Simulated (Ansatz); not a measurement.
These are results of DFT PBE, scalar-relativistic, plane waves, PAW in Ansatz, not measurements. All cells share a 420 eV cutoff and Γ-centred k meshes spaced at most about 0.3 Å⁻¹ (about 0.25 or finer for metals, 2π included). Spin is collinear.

All energies are static (0 K, no zero-point motion).

Question: Which of these relaxed structures of AlCo4 is the lowest in energy?
A.
(parallel moments up to 1.7 μB)
```
CELL_PARAMETERS angstrom
2.40370 0.00000 0.00000
0.00000 4.61966 0.00000
0.00000 0.00000 6.63881
ATOMIC_POSITIONS crystal
Al 0.00000 0.50000 0.00000
Co 0.00000 0.24659 0.67413
Co 0.00000 0.75341 0.32587
Co 0.00000 0.24659 0.32587
Co 0.00000 0.75341 0.67413
```

B.
(parallel moments up to 1.5 μB)
```
CELL_PARAMETERS angstrom
-2.92647 2.92647 2.10244
2.92647 -2.92647 2.10244
2.92647 2.92647 -2.10244
ATOMIC_POSITIONS crystal
Al 0.00000 0.00000 0.00000
Co 0.68988 0.68988 0.37975
Co 0.31012 0.31012 0.62025
Co 0.31012 0.68988 0.00000
Co 0.68988 0.31012 0.00000
```

C.
(parallel moments up to 1.6 μB)
```
CELL_PARAMETERS angstrom
2.34822 -3.47906 0.00000
2.34822 3.47906 0.00000
0.00000 0.00000 4.00547
ATOMIC_POSITIONS crystal
Al 0.50000 0.50000 0.00000
Co 0.16537 0.83463 0.00000
Co 0.83463 0.16537 0.00000
Co 0.24086 0.24086 0.50000
Co 0.75914 0.75914 0.50000
```

Answer: C. The next of these, B, lies 75 meV/atom higher. Forms: C Cmmm; B I4/mmm; A Pmmm. Counting all near atoms (those within 1.25 times the shortest distance at each site; a plus sign parts nearer from farther groups; a slash parts the counts of unlike sites): C has Al 6+4, Co 8/2+8; B has Al 12, Co 4+3; A has Al 6, Co 6. All come from invented guesses. The lowest form computed isn't among them: it has Al and Co ordered on fcc sites, space group R-3m (No. 166), 11.5 Å³/atom, is reached from a Materials Project cell and lies 0.40 eV/atom below the best shown. Even the lowest of the cells shown lies +0.38 eV/atom against the elements.

The magnetic state reached may not be the lowest. Cells relaxed within their symmetry can be saddle points. Some structure types and database cells were kept out of the candidates from the start, so a known form may be missing.
